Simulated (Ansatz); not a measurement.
# Localised basis functions on generalised stacking fault on (110) of a KCl-RbCl solid solution (80 atoms), part 2 of 2

Aim: test how closely localised support functions follow the reference on generalised stacking fault on (110) of a KCl-RbCl solid solution (80 atoms), and at what cost. A setting counts as converged where the r.m.s. difference of forces stays under 1 % of the r.m.s. force.

Ansatz 0.2.0; Kohn-Sham DFT, PBE, PAW (set soft_2), plane waves.

The cell: 13 Rb, 40 Cl and 27 K. The host structure and its lattice constant were typed by rule, without a check against the phase diagram.

So far. Step 3 (Support functions low): Forces differ from the reference by 0.21 meV/Å r.m.s., 0.10 % of their size, well within a tolerance of 1 %; the energy by -0.21 meV/atom. It took 1.9 min and 15 cycles; the reference's time can't be set against it, since the two runs asked for unlike analyses. Step 4 (Support functions medium): Forces differ from the reference by 0.21 meV/Å r.m.s., 0.10 % of their size, well within a tolerance of 1 %; the energy by -0.21 meV/atom.

## 5. Support functions medium, spacing 0.444 Å (grid laid 0.435 Å)

Level of this step: Kohn-Sham DFT, PBE, PAW (set soft_2), localised support functions (medium) (Ansatz).

The grid spacing sets how fine a wave the support functions can hold. The typed value is an upper bound: the grid laid has 18×24×60 points, 0.435 Å apart at most.

The input, input.yaml:

```yaml
crystal:
  lattice:
    - [7.3394, 0.0, 0.0]
    - [0.0, 10.37948, 0.0]
    - [1.22326, 0.0, 26.0487]
  atoms:
    [... the 80 atom lines of step 2 ...]
kpoints:
  mp_grid: { grid: [2, 1, 1] }
hamiltonian:
  xc: pbe
scf:
  occupations: { method: gaussian, width: 0.05 }
  eigensolver: { kind: { support_functions: { accuracy: medium, spacing: 0.444 } } }
  mixing: { beta: 0.2 }
  max_iter: 150
output:
  forces: true
  eigenvalues: true
```

Launch:

```bash
$ ansatz run input.yaml --threads 4 --pin off --max-ram 8192MiB --backend cpu --events-out ev --progress --plain --runs-dir out
```

Numbers of over 12 decimals in the logs are rounded to 6 here.

Log:

```text
[...]
Crystal: 80 atoms, lattice volume = 1984.368 Å³
Basis set: ecut = 420 eV, 38785 PW (Γ), exchange–correlation on 100×144×360 points (8 copies of the dense FFT grid, shifted against one another)
Bands: 384, of which v1, the nominal top of the filled ones, is band 320 counted from 1 (319 counted from 0)
Symmetry: 1 space group operations
k-points: 2
[...]
SCF iter   1: F=—  HF=-127311.518766 eV  |F-HF|=—  |Δ(HF+E_count)|=         —  Δρ=4.38e-2  dr2=4.66e1  ethr=1.00e-1
[...]
SCF iter  16: F=-127335.706713 eV  HF=-127335.706713 eV  |F-HF|=1.17e-7  |Δ(HF+E_count)|=   1.58e-6  Δρ=8.20e-6  dr2=1.20e-6  ethr=5.14e-10
SCF 1 converged in 16 iterations: F = -127335.721444 eV  dr2 = 1.20e-6
[...]
SCF converged after 16 iterations
[...]
Free energy (F): -127335.721444 eV
[...]
Internal energy: -127335.721444 eV  (E = F + TS)
E sigma→0 (E₀):  -127335.721444 eV
Fermi energy:    6.400793 eV
[...]
--- Forces (eV/Å), atoms counted from 1 ---
  atom   1  Rb     0.22346428    -0.08937396    -2.96405276
  atom   2  Cl    -0.21526297    -0.15743804     0.31645190
  atom   3  K      0.11592560     0.05116954    -0.63560303
  atom   4  Cl     0.04432633    -0.13492857     0.82933643
  atom   5  K      0.15392488     0.08389980    -0.68325918
  atom   6  Cl    -0.10995253     0.16638922     0.44865390
  atom   7  K      0.12704701     0.05070817    -0.67100304
  atom   8  Cl     0.02764226     0.12740544     0.45224383
  atom   9  K     -0.24623251    -0.04041271     0.87710966
  atom  10  Cl    -0.27561139     0.15763871     0.08766656
  atom  11  Rb    -2.67336307     0.02278966     1.30914017
  atom  12  Cl     0.13485316     0.13991517     0.07353849
  atom  13  K      0.02017079     0.09687036     0.12238870
  atom  14  Cl    -0.29258245     0.12136500    -0.18088693
[...]
atom  79  Rb     1.77511254    -0.02955097    -0.60740959
  atom  80  Cl     0.07155674    -0.14591176    -0.59102428
  max |Σ_I F_I| component: 7.93e0 eV/Å
--- Band table (eV) ---
[...]
```

The job ended after 64 s (4 threads of Arm Neoverse V2, shared host; peak memory 2 GiB; 3.9 min of CPU time).

The program notes that the forces don't sum to zero within tolerance and the grid leaves an egg-box force.

Forces differ from the reference by 423 meV/Å r.m.s., 207 % of their size, far over a tolerance of 1 %; the energy by -189 meV/atom and the gap by -0.025 eV. The setting is coarser than the default on purpose.

## 6. Support functions medium, spacing 0.37 Å (grid laid 0.362 Å)

The grid spacing sets how fine a wave the support functions can hold. The typed value is an upper bound: the grid laid has 24×30×72 points, 0.362 Å apart at most.

input.yaml, the sections that differ from step 5:

```yaml
scf:
  occupations: { method: gaussian, width: 0.05 }
  eigensolver: { kind: { support_functions: { accuracy: medium, spacing: 0.37 } } }
  mixing: { beta: 0.2 }
  max_iter: 150
# crystal, kpoints, hamiltonian, output: as in step 5
```

Log:

```text
[...]
Crystal: 80 atoms, lattice volume = 1984.368 Å³
Basis set: ecut = 420 eV, 38785 PW (Γ), exchange–correlation on 100×144×360 points (8 copies of the dense FFT grid, shifted against one another)
Bands: 384, of which v1, the nominal top of the filled ones, is band 320 counted from 1 (319 counted from 0)
Symmetry: 1 space group operations
k-points: 2
[...]
SCF iter   1: F=—  HF=-127323.201973 eV  |F-HF|=—  |Δ(HF+E_count)|=         —  Δρ=3.98e-2  dr2=4.71e1  ethr=1.00e-1
[...]
SCF iter  15: F=-127322.062337 eV  HF=-127322.062336 eV  |F-HF|=1.18e-6  |Δ(HF+E_count)|=   5.98e-4  Δρ=9.25e-6  dr2=1.54e-6  ethr=5.25e-10
SCF 1 converged in 15 iterations: F = -127322.074404 eV  dr2 = 1.54e-6
[...]
SCF converged after 15 iterations
[...]
Free energy (F): -127322.074404 eV
[...]
Internal energy: -127322.074404 eV  (E = F + TS)
E sigma→0 (E₀):  -127322.074404 eV
Fermi energy:    6.426389 eV
[...]
--- Forces (eV/Å), atoms counted from 1 ---
  atom   1  Rb     0.27312939    -0.01488099    -1.02833746
  atom   2  Cl    -0.30852406    -0.16754261     0.41039074
  atom   3  K      0.10093961    -0.00968725    -0.70960000
  atom   4  Cl    -0.10248033    -0.11858291     0.89524515
  atom   5  K      0.15533646     0.00877445    -0.71072662
  atom   6  Cl    -0.21956113     0.19466063     0.53824770
  atom   7  K      0.12772347     0.01393953    -0.66774409
  atom   8  Cl    -0.09732761     0.14004753     0.54163593
  atom   9  K     -0.16236142    -0.02321539     0.78697784
  atom  10  Cl    -0.20820253     0.17466090     0.18913964
  atom  11  Rb    -0.27153175     0.01254596     1.06592466
  atom  12  Cl     0.17939411     0.15256455     0.19414759
  atom  13  K     -0.00489137     0.03106580     0.07018847
  atom  14  Cl    -0.20578240     0.09897752    -0.07295503
[...]
atom  79  Rb    -0.01657974     0.01471883    -0.06503809
  atom  80  Cl     0.11141039    -0.17914474    -0.43992521
  max |Σ_I F_I| component: 4.66e-1 eV/Å
--- Band table (eV) ---
[...]
```

It took 69 s on 4 threads; peak memory 2.2 GiB.

Forces differ from the reference by 41 meV/Å r.m.s., 20 % of their size, far over a tolerance of 1 %; the energy by -18 meV/atom. The setting is coarser than the default on purpose.

## 7. What each setting buys

Each row is set against the plane-wave reference (Kohn-Sham DFT, PBE, PAW (set soft_2), plane waves; r.m.s. force component 0.204 eV/Å). Energies are set beside the reference only for runs with its functional, potentials and electron count. Times are for 4 threads of Arm Neoverse V2, shared host. The reference's time includes the DOS, ELF, the stress and grids, which some other runs skip.

```csv
run,"Δ force, r.m.s. (meV/Å)",share of r.m.s. force (%),Δ energy (meV/atom),Δ gap (eV),cycles,time,host memory (GiB)
reference,-,-,-,-,7,75 s,6.6
support functions low,0.208,0.102,-0.213,1.0e-4,15,1.9 min,3.1
support functions medium,0.209,0.102,-0.213,0,16,2 min,3.1
"support functions medium, spacing 0.444 Å (grid laid 0.435 Å)",423,207,-189,-0.0253,16,64 s,2.0
"support functions medium, spacing 0.37 Å (grid laid 0.362 Å)",40.6,19.8,-18.2,0.0014,15,69 s,2.2
```

## 8. The reference in detail

The comparisons rest on this run, so its electronic structure is set out here.

Neighbours are counted within 3.62 Å (Cl-K), 3.62 Å (Cl-Rb).

Length of the force by element and coordination:

```csv
element,coordination,atoms,mean length of the force (eV/Å),spread,least,most
Cl,all,40,0.316,0.205,0.123,1.16
Cl,7,8,0.646,0.236,0.399,1.16
Cl,8,32,0.234,0.0671,0.123,0.356
K,all,27,0.177,0.248,0.0072,0.724
K,7,6,0.636,0.0548,0.546,0.724
K,8,21,0.0456,0.0207,0.0072,0.0888
Rb,all,13,0.190,0.326,0.0238,1.02
Rb,7,2,0.951,0.0731,0.878,1.02
Rb,8,11,0.0511,0.0176,0.0238,0.0768
```

Intrinsic-atomic-orbital charges by element and coordination:

| element | coordination | atoms | mean charge (e) | spread | least | most |
| --- | --- | --- | --- | --- | --- | --- |
| Cl | all | 40 | -0.774 | 0.0017 | -0.778 | -0.771 |
| Cl | 7 | 8 | -0.773 | 0.002 | -0.777 | -0.771 |
| Cl | 8 | 32 | -0.774 | 0.0015 | -0.778 | -0.771 |
| K | all | 27 | 0.763 | 0.0052 | 0.752 | 0.771 |
| K | 7 | 6 | 0.766 | 0.0043 | 0.759 | 0.771 |
| K | 8 | 21 | 0.762 | 0.005 | 0.752 | 0.769 |
| Rb | all | 13 | 0.798 | 0.0045 | 0.789 | 0.804 |
| Rb | 7 | 2 | 0.803 | 0.0015 | 0.801 | 0.804 |
| Rb | 8 | 11 | 0.797 | 0.0042 | 0.789 | 0.803 |

States in the cell by windows of 1 eV, zero at the Fermi level; the larger projections on atomic orbitals stand beside the total:

```csv
from (eV),to (eV),total,Cl p,Rb p,K p
-14,-13,96.6,0.5,0.1,90.1
-13,-12,0.0,0.0,0.0,0.0
-12,-11,42.6,1.1,40.7,0.1
-11,-10,35.4,0.6,34.0,0.1
-10,-5,0.0,0.0,0.0,0.0
-5,-4,66.6,61.5,0.5,0.5
-4,-3,137.0,131.4,1.2,0.7
-3,-2,36.4,35.9,0.1,0.1
-2,2,0.0,0.0,0.0,0.0
2,3,1.0,0.0,0.0,0.0
3,4,13.3,0.1,0.0,0.0
4,5,58.0,1.4,0.1,0.1
```

The curve was stored every 0.10 eV, coarse against its broadening of 0.08 eV, so these counts are rough.

Between -26 and -14 eV lie 145 more states.

The stored curve holds about 560 of the 640 electrons; the rest, give or take the few that broadening carries across the Fermi level, lie in deeper levels below its range.

The levels nearest the highest filled one (over half full), pooled over k-points and spins:

```csv
level less the highest filled one (eV),occupation
-0.103,2
-0.0812,2
-0.0445,2
-0.0434,2
-0.0184,2
0,2
5.54,0
5.99,0
6.12,0
6.19,0
6.26,0
6.31,0
```

Valence density in the ca plane at fractional y = 0.000, with atoms of Rb and Cl and K within 0.2 Å of it. It is the smooth field of the valence electrons, not physical close to the nuclei.

Ten even steps from '0' (0.0 e/Å³) to '9' (4.2 e/Å³), each cell a mean:
```
00000144442000000000268510000000000243100001
00000143342000000000499830000000002698300000
00000134431000000000379720000000002799510000
22100012210000110000134310000000001587300000
33210000000001232000001000001110000132100000
12310000000013333100000000013331000000000012
23310000000013203200000000023133000000000133
33200000000002333100000000023133100000000231
11000011100001222000000000013332000000000133
00000124421000000000023100001110000000000023
00000144442000000000268520000000001243100001
00000143342000000000499830000000002698300000
00000134431000000000379730000000002799510000
22100012210000010000134310000000001587300000
33210000000001332000000000001110000122100000
12310000000013323100000000013331000000000012
23310000000013203200000000023133100000000133
33200000000012333100000000023133100000000131
11000011100001222000000000013332000000000132
00000124421000000000022100001110000000000023
```
Columns run along c (16.0 Å, from fractional 0.29 to 0.90 of the cell), rows up along a (7.3 Å). Atoms in or near the plane, at fractional coordinates: Cl at (0.30, 0.20), Cl at (0.30, 0.70), Rb at (0.40, 0.93), Cl at (0.50, 0.17), Rb at (0.40, 0.43), Cl at (0.50, 0.67), K at (0.60, 0.90), Cl at (0.70, 0.14), K at (0.60, 0.40), Cl at (0.70, 0.63), K at (0.80, 0.87), Cl at (0.90, 0.10), K at (0.80, 0.37), Cl at (0.90, 0.60).

ELF in the ca plane at fractional y = 0.000, with atoms of Rb and Cl and K within 0.2 Å of it. It is the smooth field of the valence electrons, not physical close to the nuclei.

Ten even steps from '0' (0.01) to '9' (0.87), each cell a mean:
```
98400011000599689600000004983499301232005999
99711466630289999401222104982389400000017987
39822899983048996115787512798898203443105998
38825999997103541048999951389984037998512799
89626975899400000279989983035530289999840267
98317974799400000389846996000000599779971001
64117999997101210179967995000001699538983000
00016899983047884038999982024410399889972000
00002567630389998315899841389972169999840145
21000011100697479711355312899997126888511699
86200011000796049820000004983499301232105999
99501566520598679710222104982289400000006986
89713899972179998314787512898898202443105998
89616999996026773038999951389984038998502799
99417975898300110179989983025530289999940257
86128974899400000389836995000000599779972001
31028999998200100279967995000001699548983000
00026899984025752059999972024410499889972000
00002567741179997116899841389972169999840144
53000011100499899401455302899996126888511699
```
Columns run along c (16.0 Å, from fractional 0.00 to 0.61 of the cell), rows up along a (7.3 Å). Atoms in or near the plane, at fractional coordinates: Cl at (0.10, 0.23), Cl at (0.10, 0.73), K at (0.20, 0.97), Cl at (0.30, 0.20), Rb at (0.20, 0.47), Cl at (0.30, 0.70), Rb at (0.40, 0.93), Cl at (0.50, 0.17), Rb at (0.40, 0.43), Cl at (0.50, 0.67), K at (0.60, 0.90), K at (0.60, 0.40).

Forces differ by site in this geometry: Cl atoms with 7 neighbours bear 0.65 eV/Å on average, against 0.23 eV/Å for those with 8. Mean intrinsic-atomic-orbital charges: Cl -0.77, K +0.76, Rb +0.80 e.

## 9. Distances and neighbours

These statistics describe the geometry on which the runs were made.

Density 3.00 g/cm³, 24.80 Å³ an atom.

Pair distribution functions g(r), in bins of 0.2 Å:

```csv
r (Å),total,Cl-Cl,Cl-K,Cl-Rb,K-K,K-Rb,Rb-Rb
2.70,0.26,0.00,0.57,0.39,0.00,0.00,0.00
2.90,0.00,0.00,0.00,0.00,0.00,0.00,0.00
3.10,6.75,0.00,13.30,14.00,0.00,0.00,0.00
3.30,0.67,0.00,1.48,1.02,0.00,0.00,0.00
3.50,0.00,0.00,0.00,0.00,0.00,0.00,0.00
3.70,4.10,8.19,0.00,0.00,7.90,8.66,7.60
3.90,0.25,0.51,0.00,0.00,0.56,0.58,0.00
4.10,0.12,0.00,0.26,0.18,0.00,0.00,0.00
4.30,0.00,0.00,0.00,0.00,0.00,0.00,0.00
4.50,0.20,0.39,0.00,0.00,0.55,0.22,0.47
4.70,0.00,0.00,0.00,0.00,0.00,0.00,0.00
4.90,0.00,0.00,0.00,0.00,0.00,0.00,0.00
5.10,3.06,5.95,0.17,0.12,5.75,6.15,6.65
5.30,0.97,1.99,0.00,0.00,1.91,2.06,1.37
5.50,0.13,0.27,0.00,0.00,0.29,0.31,0.00
5.70,0.00,0.00,0.00,0.00,0.00,0.00,0.00
5.90,0.46,0.23,0.75,0.52,0.32,0.13,0.28
6.10,5.75,0.21,11.12,11.65,0.28,0.12,0.24
6.30,1.76,3.52,0.00,0.00,2.90,4.67,1.39
6.50,0.04,0.00,0.08,0.07,0.00,0.00,0.00
6.70,0.23,0.00,0.52,0.34,0.00,0.00,0.00
6.90,0.00,0.00,0.00,0.00,0.00,0.00,0.00
7.10,0.10,0.19,0.00,0.00,0.21,0.22,0.00
7.30,1.27,2.02,0.58,0.40,2.38,1.21,3.83
7.50,0.14,0.28,0.00,0.00,0.38,0.16,0.33
7.70,0.06,0.13,0.00,0.00,0.11,0.15,0.00
7.90,1.94,0.13,3.73,3.77,0.18,0.15,0.00
```

Bonds by pair of elements; cutoffs follow the first minimum of g(r), held within bounds set by covalent radii, and pairs that aren't listed don't count as bonded:

```
pair A-B  cutoff (Å)  bonds  mean length (Å)  spread (Å)  shortest (Å)  B about A  A about B
    Cl-K        3.62    210             3.17       0.071          2.75       5.25       7.78
   Cl-Rb        3.62    102             3.17       0.059          2.75       2.55       7.85
```

How many atoms have how many bonded neighbours:

```
element  mean  7   8
     Cl   7.8  8  32
      K  7.78  6  21
     Rb  7.85  2  11
```

For some of the pairs, g(r) has its first main peak near 3.67 Å (Cl-Cl), 3.18 Å (Cl-K), 3.18 Å (Cl-Rb), 3.67 Å (K-K), 3.67 Å (K-Rb) and 3.68 Å (Rb-Rb). With the cutoffs above, 80 % of Cl atoms have 8, 78 % of K atoms have 8 and 85 % of Rb atoms have 8 bonded neighbours.

A closer look about K3, which has 7 bonded neighbours where the commonest count for K is 8: 12 atoms, nearest first, numbered in the order of the input, with positions taken from that point.

| atom | x | y | z | distance (Å) | bonds | intrinsic-atomic-orbital charge (e) | Fx | Fy | Fz (eV/Å) |
| --- | --- | --- | --- | --- | --- | --- | --- | --- | --- |
| K3 | 0.00 | 0.00 | 0.00 | 0.00 | 7 | 0.76 | 0.10 | 0.01 | -0.62 |
| Cl2 | -0.62 | 0.02 | 2.69 | 2.76 | 7 | -0.77 | -0.31 | -0.17 | 0.38 |
| Cl80 | 1.85 | -2.57 | -0.01 | 3.16 | 7 | -0.77 | 0.11 | -0.17 | -0.40 |
| Cl76 | 1.82 | 2.60 | 0.00 | 3.17 | 7 | -0.78 | 0.20 | 0.13 | -1.14 |
| Cl78 | -1.85 | -2.59 | -0.01 | 3.18 | 7 | -0.77 | 0.16 | -0.14 | -0.34 |
| Cl62 | -1.84 | 0.01 | -2.59 | 3.18 | 8 | -0.77 | 0.05 | 0.12 | -0.17 |
| Cl74 | -1.83 | 2.60 | -0.01 | 3.18 | 7 | -0.77 | 0.24 | 0.15 | -0.58 |
| Cl64 | 1.84 | 0.02 | -2.61 | 3.19 | 8 | -0.77 | -0.02 | 0.09 | -0.14 |
| Rb1 | 3.66 | 0.02 | -0.01 | 3.66 | 7 | 0.80 | 0.28 | -0.03 | -0.83 |
| Rb79 | 0.01 | -2.58 | -2.60 | 3.66 | 8 | 0.80 | -0.03 | 0.02 | -0.02 |
| K75 | 0.00 | 2.60 | -2.60 | 3.68 | 8 | 0.77 | -0.03 | 0.00 | 0.00 |
| Rb1 | -3.68 | 0.02 | -0.01 | 3.68 | 7 | 0.80 | 0.28 | -0.03 | -0.83 |

The column of bonds counts only the pairs Cl-K within 3.62 Å, Cl-Rb within 3.62 Å; other neighbours, such as metal atoms beside each other in a compound, aren't counted, and periodic images can show an atom twice.

## 10. Summary of results

* free energy per atom: -1591.5078 eV/atom
* density: 3 g/cm³
* pressure: 5.313 GPa
* r.m.s. force component: 0.2044 eV/Å
* gap (highest filled to lowest empty level): 5.538 eV
* wall time of the 5 DFT runs: 7.4 min

Against plane waves at 420 eV, the forces differ by 0.21 meV/Å (0.10 %) with support functions medium. At 80 atoms the fastest of the runs at a preset level, support functions low, takes roughly 1.5 times the time of plane waves (whose run also made extra analyses, so the like-for-like ratio is larger), in 15 SCF cycles against 7. Differences between support functions and plane waves include what basis error the plane-wave run still has.

Between filled and empty levels lie 5.54 eV on the run's k-points; the mesh holds the band edges only if they fold onto it, so the gap at this level can be narrower or closed, while semilocal functionals tend to narrow gaps against experiment. Forces differ by site in this geometry: Cl atoms with 7 neighbours bear 0.65 eV/Å on average, against 0.23 eV/Å for those with 8. With the cutoffs above, 80 % of Cl atoms have 8, 78 % of K atoms have 8 and 85 % of Rb atoms have 8 bonded neighbours.

Caveats: The geometry was built by rule, was displaced at random and isn't relaxed at this level: its force components are 0.20 eV/Å r.m.s. The pressure of 5.3 GPa shows the cell to be compressed for this functional.

[Logs are printed without paths, hosts, clocks, repeated set-up lines and the standing remarks that a program may print on its own settings, such as how far it seeks lower states.]

[Hosts, paths, dates, database ids (printed as entryN), source tags and the programs' standing remarks are cut or masked in the printed files.]
